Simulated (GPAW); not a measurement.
**Ag2O: relaxation of the atoms with PBE**

Crystal: Ag2O.

```
CELL_PARAMETERS angstrom
4.71800 0.00000 0.00000
0.00000 4.71800 0.00000
0.00000 0.00000 4.71800
ATOMIC_POSITIONS crystal
Ag 0.75000 0.25000 0.75000
Ag 0.75000 0.75000 0.25000
Ag 0.25000 0.75000 0.75000
Ag 0.25000 0.25000 0.25000
O 0.50000 0.50000 0.50000
O 0.00000 0.00000 0.00000
```

```json
{"Program": "GPAW 26.7.0", "Task": "relaxation of the atoms", "Functional": "PBE", "Potentials or basis": "GPAW PAW data sets (gpaw-data 1.2.1)", "Cutoff": "800 eV", "Basis": "pw", "k mesh": "5 × 5 × 5", "Occupations": "fermi-dirac, width 0.05 eV", "Spin": "no spin polarisation", "Maxiter": "150", "Optimizer": "BFGS", "Fmax": "0.02 eV/Å", "Max steps": "60", "Convergence": "density=1e-05 forces=0.0001"}
```

The band gap on the k mesh is none (metal or under the smearing width).

Final structure:
```
Ag O
1.0
     4.71800    0.00000    0.00000
     0.00000    4.71800    0.00000
     0.00000    0.00000    4.71800
Ag O
4 2
Direct
  0.75000 0.25000 0.75000
  0.75000 0.75000 0.25000
  0.25000 0.75000 0.75000
  0.25000 0.25000 0.25000
  0.50000 0.50000 0.50000
  0.00000 0.00000 0.00000
```

Levels at points of the mesh, in eV from the Fermi level:
```
           k point  band 38  band 39  band 40  band 41  band 42  band 43
(0.00, 0.00, 0.00)    -0.08    -0.08    -0.08    -0.04     1.88     1.88
```

Wall time 61 s on 1 thread of Arm Neoverse V2, with other jobs on the host, peak memory 0.28 GiB.

Caveat: the density grid can change from cell to cell, which puts small steps into energies and stress; the relaxation stopped at its first step, so nothing moved; later steps reuse the first step's grids.
